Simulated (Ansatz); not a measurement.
Free-standing sheet of WS2, cell area 8.646 Å²:

```
CELL_PARAMETERS angstrom
3.15974 0.00000 0.00000
-1.57987 2.73641 0.00000
0.00000 0.00000 32.29053
ATOMIC_POSITIONS crystal
S 0.33333 0.66667 0.45120
W 0.66667 0.33333 0.50001
S 0.33333 0.66667 0.54881
```

All numbers below come from DFT PBE+D3(BJ), scalar-relativistic, plane waves, PAW in Ansatz. Cutoff 420 eV; k points 12×12×1 on the computed 3-atom cell (Γ-centred); Gaussian smearing, width 0.02 eV; no spin polarisation. The sheet is isolated along c (Coulomb cut-off).

In an external field along +c, atoms held, its energy changes by -4.887 meV a cell at +0.2 V/Å and by -4.886 meV at −0.2 V/Å.

Q: What dipole and polarisability along c does the sheet have?

A: ΔE = −pF − αF²/2. The odd part gives p = −[ΔE(+F) − ΔE(−F)]/(2F) = 0.0000 e·Å a cell (none within the accuracy). The even part gives α = −[ΔE(+F) + ΔE(−F)]/F² = 0.2443 e·Å²/V.

Q: What thickness does that polarisability stand for?

A: α/(ε0·A) = 0.2443 × 180.95/8.646 = 5.11 Å. For a slab of thickness t and dielectric constant ε this equals t(1 − 1/ε), so it is the thickness over which the sheet would screen the field wholly.

Q: Predict the energy change at +0.35 V/Å.

A: −p·0.35 − α·0.35²/2 = -14.97 meV; the calculation gives -14.97 meV, so the response is still linear.

Spin-orbit coupling is left out, which matters for the bands of heavy elements.

Cost: 4 runs of about 1.7 core-minutes in all, on Arm Neoverse V2, AMD EPYC 7R43 (Zen 3) (shared hosts).